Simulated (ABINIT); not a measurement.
The system is AgBr.

```
Ag Br
1.0
     0.00000    2.87015    2.87015
     2.87015    0.00000    2.87015
     2.87015    2.87015    0.00000
Ag Br
1 1
Cartesian
  0.0000 0.0000 0.0000
  2.8702 2.8702 2.8702
```

Base run:

```yaml
Program: ABINIT 10.8.3 (patched build)
Functional: PBEsol
Potentials_or_basis: PseudoDojo NC SR PBEsol v0.4.1 standard
Cutoff: 1116 eV
k_mesh: 8 × 8 × 8
Occupations: fermi-dirac, width 0.05 eV
Spin: no spin polarisation
```

Its results: band gap on the k mesh 0.50 eV, indirect (least direct gap 2.45 eV).

Task: The run is repeated on the same cell with these changes: functional from PBEsol to TB-mBJ; potentials or basis from PseudoDojo NC SR PBEsol v0.4.1 standard to JTH PAW LDA v2.0; cutoff from 1116 eV to 544 eV; valence electrons from 26 to 18. What comes out?

Result: Band gap on the k mesh 2.28 eV, indirect (least direct gap 4.40 eV).

Caveats: the constant c of TB-mBJ comes from the pseudo density here, which moves gaps by up to 0.3 eV between sets of potentials (some runs).
